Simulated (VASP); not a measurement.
# Ba in VASP: settings compared, part 2 of 2

VASP 6.6.1. Earlier steps stand in the parts before.

## Step 3: Work function, revPBE

Contents of INCAR:

```
PREC     = Accurate       # precision mode
ENCUT    = 520            # plane-wave cutoff, eV
EDIFF    = 1E-6           # SCF threshold, eV
ISMEAR   = -1             # smearing method
SIGMA    = 0.05           # smearing width, eV
LREAL    = False          # projectors in reciprocal space
LASPH    = True           # aspherical terms in the spheres
NELM     = 80             # most SCF steps
ALGO     = Fast           # electronic algorithm
ISIF     = 2              # what is computed and relaxed
LWAVE    = False          # write WAVECAR
LCHARG   = True           # write CHGCAR
LDIPOL   = True         
IDIPOL   = 3            
DIPOL    = 0.5 0.5 0.500
GGA      = RE             # functional
LELF     = True           # ELF
LVHAR    = True         
LVACPOTAV= True
```

Contents of KPOINTS:

```
regular mesh
0
Gamma
  8 8 1
```

Contents of POSCAR:

```
Ba
1.0
    3.9100000000      0.0000000000      0.0000000000
   -1.9550000000      3.6500000000      0.0000000000
    0.0000000000      0.0000000000     20.7000000000
Ba
2
Direct
    0.0000000000      0.0000000000      0.3623188406
    0.0000000000      0.0000000000      0.6376811594
```

Potentials or basis: VASP PAW PBE potentials, release 64 (Ba_sv).

On the command line:

```bash
> cat potpaw_PBE.64/Ba_sv/POTCAR > POTCAR
> mpirun -np 1 vasp_std > vasp.out
```

OUTCAR:

```text
PREC = Accurate
   ENCUT = 520
   EDIFF = 1E-6
   ISMEAR = -1
   LREAL = False
   LASPH = True
   NELM = 80
   ISIF = 2
   GGA = RE

 ion  position               nearest neighbor table
   1  0.000  0.000  0.362-
   2  0.000  0.000  0.638-

  LATTYP: Found a base centered orthorhombic cell.
 ALAT       =     3.9100000000
 B/A-ratio  =     1.8670076726
 C/A-ratio  =     5.2941176471

  Lattice vectors:

 A1 = (   1.9550000000,  -3.6500000000,   0.0000000000)
 A2 = (   1.9550000000,   3.6500000000,   0.0000000000)
 A3 = (   0.0000000000,   0.0000000000,  20.7000000000)

Analysis of symmetry for initial positions (statically):
=====================================================================
 Subroutine PRICEL returns:
 Original cell was already a primitive cell.

 Routine SETGRP: Setting up the symmetry group for a
 base centered orthorhombic supercell.

 Subroutine GETGRP returns: Found  8 space group operations
 (whereof  8 operations were pure point group operations)
 out of a pool of  8 trial point group operations.

The static configuration has the point symmetry D_2h.

Analysis of symmetry for dynamics (positions and initial velocities):
=====================================================================
 Subroutine PRICEL returns:
 Original cell was already a primitive cell.

 Routine SETGRP: Setting up the symmetry group for a
 base centered orthorhombic supercell.

 Subroutine GETGRP returns: Found  8 space group operations
 (whereof  8 operations were pure point group operations)
 out of a pool of  8 trial point group operations.

The dynamic configuration has the point symmetry D_2h.

 Subroutine INISYM returns: Found  8 space group operations
 (whereof  8 operations are pure point group operations),
 and found     1 'primitive' translations

----------------------------------------------------------------------------------------

                                     Primitive cell

  volume of cell :     295.4201

  direct lattice vectors                    reciprocal lattice vectors
     3.910000000  0.000000000  0.000000000     0.255754476  0.136986301  0.000000000
    -1.955000000  3.650000000  0.000000000     0.000000000  0.273972603  0.000000000
     0.000000000  0.000000000 20.700000000     0.000000000  0.000000000  0.048309179

  length of vectors
     3.910000000  4.140594764 20.700000000     0.290130313  0.273972603  0.048309179

  position of ions in fractional coordinates (direct lattice)
     0.000000000  0.000000000  0.362318841
     0.000000000  0.000000000  0.637681159

  ion indices of the primitive-cell ions
   primitive index   ion index
                 1           1
                 2           2

----------------------------------------------------------------------------------------

 KPOINTS: regular mesh

Automatic generation of k-mesh.
 Grid dimensions read from file:
 generate k-points for:    8    8    1

 Generating k-lattice:

  Cartesian coordinates                     Fractional coordinates (reciprocal lattice)
     0.031969309  0.017123288  0.000000000     0.125000000  0.000000000  0.000000000
     0.000000000  0.034246575  0.000000000     0.000000000  0.125000000  0.000000000
     0.000000000  0.000000000  0.048309179     0.000000000  0.000000000  1.000000000

  Length of vectors
     0.036266289  0.034246575  0.048309179

[... 36 lines left out ...]
   ions per type =               2
   NGX,Y,Z   is equivalent  to a cutoff of  12.76, 12.85, 12.85 a.u.
   NGXF,Y,Z  is equivalent  to a cutoff of  25.51, 25.70, 25.70 a.u.
 SYSTEM =  unknown system
   PREC   = accura    normal or accurate (medium, high low for compatibility)
   ISTART =      0    job   : 0-new  1-cont  2-samecut
   ICHARG =      2    charge: 1-file 2-atom 10-const
   ISPIN  =      1    spin polarized calculation?
   LNONCOLLINEAR =      F non collinear calculations
   LSORBIT =      F    spin-orbit coupling
   LASPH  =      T    aspherical Exc in radial PAW
   ENCUT  =  520.0 eV  38.22 Ry    6.18 a.u.   7.27  7.70 38.49*2*pi/ulx,y,z
   NELM   =     80;   NELMIN=  2; NELMDL= -5     # of ELM steps
   EDIFF  = 0.1E-05   stopping-criterion for ELM
   LREAL  =      F    real-space projection
   EDIFFG = 0.1E-04   stopping-criterion for IOM
   NSW    =      0    number of steps for IOM
   IBRION =     -1    ionic relax: 0-MD 1-quasi-New 2-CG
   NFREE  =      0    steps in history (QN), initial steepest desc. (CG)
   ISIF   =      2    stress and relaxation
   ISYM   =      2    0-nonsym 1-usesym 2-fastsym
   POTIM  = 0.5000    time-step for ionic-motion
   TEBEG  =    0.0;   TEEND  =   0.0 temperature during run
   PSTRESS=    0.0 pullay stress
   NELECT =      20.0000    total number of electrons
   NUPDOWN=      -1.0000    fix difference up-down
   EMIN   =  10.00;   EMAX   =-10.00  energy-range for DOS
   EFERMI =   0.00;   METHOD = LEGACY
   ISMEAR =    -1;   SIGMA  =   0.05  broadening in eV -4-tet -1-fermi 0-gaus
   EFERMI_NEDOS =   21; number of points for ismear=-14 and -15
   IALGO  =     68    algorithm
   IMIX   =      4    mixing-type and parameters
     AMIX     =   0.40;   BMIX     =  1.00
     AMIX_MAG =   1.60;   BMIX_MAG =  1.00
  volume/ion in A,a.u.               =     147.71       996.80
  Fermi-wavevector in a.u.,A,eV,Ry     =   0.667224  1.260870  6.057144  0.445188
  Thomas-Fermi vector in A             =   1.741765
   LORBIT       =      0    0 simple, 1 ext, 2 COOP (PROOUT), +10 PAW based schemes
   GGA     = RE    functional components
   LHFCALC =     F    Hartree Fock is set to
   AEXX    =    0.0000 exact exchange contribution
   IVDW    =     0    specifies the selected vdW correction
   LEPSILON=     F    determine dielectric tensor
   LRPA    =     F    only Hartree local field effects (RPA)
 non-spin polarized calculation
 RMM-DIIS sequential band-by-band and
  energy-cutoff  :      520.00
  volume of cell :      295.42
 maximum number of plane-waves:      7991
 NGX is ok and might be reduce to    30
   NGX = 15   NGY = 15   NGZ = 77

 number of electron      20.0000000 magnetization

 dipolmoment           0.000000      0.000000      0.000000 electrons x Angstroem

 Free energy of the ion-electron system (eV)
  ---------------------------------------------------
  ext. energy  EPLUGINS =         0.00000000
  ---------------------------------------------------
  free energy    TOTEN  =        -2.07740047 eV

  energy without entropy =       -2.02688672  energy(sigma->0) =       -2.05214359

 E-fermi :  -0.5281     XC(G=0):  -3.9222

 val. band max:       -0.5377767372   @ k =   0.1250   0.3750   0.0000
 cond. band min:      -0.5261310927   @ k =   0.0000   0.2500   0.0000
 fundamental gap:      0.0116456445
 Fermi energy:        -0.5281000163

 k-point     1 :       0.0000    0.0000    0.0000
  band No.  band energies     occupation
      1     -29.6946      2.00000
      2     -29.6944      2.00000
      3     -15.0241      2.00000
      4     -15.0141      2.00000
      5     -14.4715      2.00000
      6     -14.4712      2.00000
      7     -14.3816      2.00000
      8     -14.3813      2.00000
      9      -2.7799      2.00000
     10      -2.4951      2.00000
     11      -0.6632      1.87427
     12      -0.1885      0.00224
     13      -0.1652      0.00141
     14       0.9724      0.00000
[... 326 lines left out ...]
      1     -29.6268      2.00000
      2     -29.6266      2.00000
      3     -15.1810      2.00000
      4     -15.1798      2.00000
      5     -14.9171      2.00000
      6     -14.9095      2.00000
      7     -14.5136      2.00000
      8     -14.5132      2.00000
      9      -1.2316      2.00000
     10      -1.1523      1.99999
     11      -0.6797      1.90802
     12      -0.3176      0.02928
     13       0.8522      0.00000
     14       1.0030      0.00000

------------------------ aborting loop because EDIFF is reached ----------------------------------------

  FORCE on cell =-STRESS in cart. coord.  units (eV):
  Direction    XX          YY          ZZ          XY          YZ          ZX
  --------------------------------------------------------------------------------------
  -------------------------------------------------------------------------------------
  Total        3.3775675      1.5961631     -1.0437643      0.0000000      0.0000000      0.0000000
  in kB       18.3178563      8.6566105     -5.6607379      0.0000000      0.0000000      0.0000000
  external PRESSURE =       7.1045763 kB  Pullay stress =       0.0000000 kB

 VOLUME and BASIS-vectors are now :
 -----------------------------------------------------------------------------
  energy-cutoff  :      520.00
  volume of cell :      295.42
      direct lattice vectors                 reciprocal lattice vectors
     3.910000000  0.000000000  0.000000000     0.255754476  0.136986301  0.000000000
    -1.955000000  3.650000000  0.000000000     0.000000000  0.273972603  0.000000000
     0.000000000  0.000000000 20.700000000     0.000000000  0.000000000  0.048309179

 POSITION                                       TOTAL-FORCE (eV/Angst)
 -----------------------------------------------------------------------------------
      0.00000      0.00000      7.50000         0.000000     -0.000000      0.179560
      0.00000      0.00000     13.20000         0.000000      0.000000     -0.179560
 -----------------------------------------------------------------------------------
    total drift:                                0.000000      0.000000      0.000000

  FREE ENERGIE OF THE ION-ELECTRON SYSTEM (eV)
  ---------------------------------------------------
  free  energy   TOTEN  =        -2.0774004652 eV

  energy  without entropy=       -2.0268867220  energy(sigma->0) =       -2.05214359

 vacuum level on the upper side and lower side of the slab         1.886         1.886
```

Wall time 5.6 min (1 thread of Intel Xeon Platinum 8375C at 2.90GHz (Ice Lake), shared host); peak memory 0.41 GiB.

Results:

* Free energy: -2.0774 eV
* Largest force: 0.180 eV/Å
* Band gap on the k mesh: none (metal or under the smearing width)
* Work function of the upper face: 2.41 eV
* Work function of the lower face: 2.41 eV

Forces in eV/Å, atoms in the order of the input:
```
Ba   0.000  0.000  0.180
Ba   0.000  0.000 -0.180
```

Caveat: the PAW data sets were made with another functional, which shifts forces and pressure a little. The run has no spin-orbit coupling, so splittings on Ba are missing.

## Step 4: Work function, AM05

Changes to INCAR since step 3:

```diff
@@ -15,3 +15,3 @@
 DIPOL    = 0.5 0.5 0.500
-GGA      = RE             # functional
+GGA      = AM             # functional
 LELF     = True           # ELF
```

KPOINTS is that of step 3.

POSCAR is that of step 3.

Potentials or basis: VASP PAW PBE potentials, release 64 (Ba_sv).

On the command line:

```bash
> cat potpaw_PBE.64/Ba_sv/POTCAR > POTCAR
> mpirun -np 1 vasp_std > vasp.out
```

OUTCAR:

```text
PREC = Accurate
   ENCUT = 520
   EDIFF = 1E-6
   ISMEAR = -1
   LREAL = False
   LASPH = True
   NELM = 80
   ISIF = 2
   GGA = AM

 ion  position               nearest neighbor table
   1  0.000  0.000  0.362-
   2  0.000  0.000  0.638-

  LATTYP: Found a base centered orthorhombic cell.
 ALAT       =     3.9100000000
 B/A-ratio  =     1.8670076726
 C/A-ratio  =     5.2941176471

  Lattice vectors:

 A1 = (   1.9550000000,  -3.6500000000,   0.0000000000)
 A2 = (   1.9550000000,   3.6500000000,   0.0000000000)
 A3 = (   0.0000000000,   0.0000000000,  20.7000000000)

Analysis of symmetry for initial positions (statically):
=====================================================================
 Subroutine PRICEL returns:
 Original cell was already a primitive cell.

 Routine SETGRP: Setting up the symmetry group for a
 base centered orthorhombic supercell.

 Subroutine GETGRP returns: Found  8 space group operations
 (whereof  8 operations were pure point group operations)
 out of a pool of  8 trial point group operations.

The static configuration has the point symmetry D_2h.
[... 175 lines left out ...]
      6     -14.4998      2.00000
      7     -14.4088      2.00000
      8     -14.4085      2.00000
      9      -2.8562      2.00000
     10      -2.5727      2.00000
     11      -0.7236      1.88469
     12      -0.2245      0.00151
     13      -0.2059      0.00104
     14       0.9113      0.00000
[... 326 lines left out ...]
      1     -29.6928      2.00000
      2     -29.6926      2.00000
      3     -15.2139      2.00000
      4     -15.2127      2.00000
      5     -14.9453      2.00000
      6     -14.9377      2.00000
      7     -14.5416      2.00000
      8     -14.5412      2.00000
      9      -1.3012      2.00000
     10      -1.2210      1.99999
     11      -0.7369      1.91056
     12      -0.3764      0.03107
     13       0.7692      0.00000
     14       0.9550      0.00000

------------------------ aborting loop because EDIFF is reached ----------------------------------------

  FORCE on cell =-STRESS in cart. coord.  units (eV):
  Direction    XX          YY          ZZ          XY          YZ          ZX
  --------------------------------------------------------------------------------------
  -------------------------------------------------------------------------------------
  Total        2.5422082      0.8175215     -1.1891967      0.0000000      0.0000000      0.0000000
  in kB       13.7873794      4.4337359     -6.4494743      0.0000000      0.0000000      0.0000000
  external PRESSURE =       3.9238804 kB  Pullay stress =       0.0000000 kB

 VOLUME and BASIS-vectors are now :
 -----------------------------------------------------------------------------
  energy-cutoff  :      520.00
  volume of cell :      295.42
      direct lattice vectors                 reciprocal lattice vectors
     3.910000000  0.000000000  0.000000000     0.255754476  0.136986301  0.000000000
    -1.955000000  3.650000000  0.000000000     0.000000000  0.273972603  0.000000000
     0.000000000  0.000000000 20.700000000     0.000000000  0.000000000  0.048309179

 POSITION                                       TOTAL-FORCE (eV/Angst)
 -----------------------------------------------------------------------------------
      0.00000      0.00000      7.50000         0.000000      0.000000      0.202825
      0.00000      0.00000     13.20000         0.000000     -0.000000     -0.202825
 -----------------------------------------------------------------------------------
    total drift:                                0.000000     -0.000000      0.000000

  FREE ENERGIE OF THE ION-ELECTRON SYSTEM (eV)
  ---------------------------------------------------
  free  energy   TOTEN  =        -2.4536185637 eV

  energy  without entropy=       -2.4035212826  energy(sigma->0) =       -2.42856992

 vacuum level on the upper side and lower side of the slab         1.845         1.845
```

Run time: 7.8 min. Hardware: 1 thread of Intel Xeon Platinum 8375C at 2.90GHz (Ice Lake), shared host; peak memory 0.41 GiB.

What came out:

```
Free energy                     : -2.4536 eV
Largest force                   : 0.203 eV/Å
Band gap on the k mesh          : none (metal or under the smearing width)
Work function of the upper face : 2.43 eV
Work function of the lower face : 2.43 eV
```

Forces on the atoms (eV/Å):
```
Ba   0.000  0.000  0.203
Ba   0.000  0.000 -0.203
```

Caveat: the PAW data sets were made with another functional, which shifts forces and pressure a little. The run has no spin-orbit coupling, so splittings on Ba are missing.

## Step 5: The runs side by side

| level | gap on the mesh (eV) | largest force (eV/Å) | work function (eV) |
| --- | --- | --- | --- |
| RPBE | none | 0.18 | 2.41 |
| revPBE | none | 0.18 | 2.41 |
| AM05 | none | 0.20 | 2.43 |

Alike in all rows: task work function; potentials or basis VASP PAW PBE potentials, release 64 (Ba_sv); no spin polarisation; cell as given; k mesh 8 × 8 × 1; cutoff (eV) 520; smearing fermi-dirac 0.05 eV.

Every run on the cell as given and a fine mesh finds a metal.

Caveats: the PAW data sets were made with another functional, which shifts forces and pressure a little.

Total energies depend on the potentials used, so only differences within one code and one set of settings carry meaning.
